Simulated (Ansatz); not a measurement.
A relaxed cell of Ge is given with its symmetry left out. The cell was found from a structure generator's guess, not taken from experiment.

The calculation used DFT PBE, scalar-relativistic, plane waves, PAW in Ansatz. Cutoff 420 eV, Γ-centred mesh, Gaussian smearing, no spin polarisation.

```cif
data_structure
_symmetry_space_group_name_H-M 'P 1'
_symmetry_Int_Tables_number 1
_cell_length_a 4.0632
_cell_length_b 4.0632
_cell_length_c 20.0349
_cell_angle_alpha 90.000
_cell_angle_beta 90.000
_cell_angle_gamma 120.000
_cell_volume 286.46
loop_
_atom_site_label
_atom_site_type_symbol
_atom_site_fract_x
_atom_site_fract_y
_atom_site_fract_z
_atom_site_occupancy
Ge1 Ge 0.00000 0.00000 0.60443 1
Ge2 Ge 0.00000 0.00000 0.27034 1
Ge3 Ge 0.66667 0.33333 0.43748 1
Ge4 Ge 0.66667 0.33333 0.77142 1
Ge5 Ge 0.66667 0.33333 0.10448 1
Ge6 Ge 0.33333 0.66667 0.93730 1
Ge7 Ge 0.00000 0.00000 0.39557 1
Ge8 Ge 0.00000 0.00000 0.72966 1
Ge9 Ge 0.66667 0.33333 0.22858 1
Ge10 Ge 0.66667 0.33333 0.56252 1
Ge11 Ge 0.66667 0.33333 0.89552 1
Ge12 Ge 0.33333 0.66667 0.06270 1
```

Energies count from the standard state of Ge at the same level.

Task: Find its symmetry and describe it.

Result: P-6m2 (No. 187). Conventional cell: a = 4.063 Å, c = 20.035 Å. Ge on its first site is surrounded by 4 Ge at 2.49–2.51 Å; Ge on its second site has 4 Ge at 2.49–2.51 Å; Ge on its third site is surrounded by 4 Ge at 2.49–2.51 Å; Ge on its fourth site has 4 Ge at 2.49 Å; 2 more sites not described.

Task: How far does it lie from the standard state of Ge?

Result: +0.01 eV/atom. It lies above the standard state, so it could only be metastable.

Task: Is it a metal?

Result: There is no gap on the 12×12×2 mesh, but valence and conduction bands meet within 0.015 eV, so at this level it has a zero gap rather than a metal's Fermi surface.

The last run used a 12×12×2 mesh (in the run's order of axes) for its 12-atom cell and Gaussian smearing of 0.10 eV. The zero gap may come from the functional, which often closes small gaps. A later test with randomly moved atoms came back to the same energy, though modes that don't fit the test's cell weren't probed.
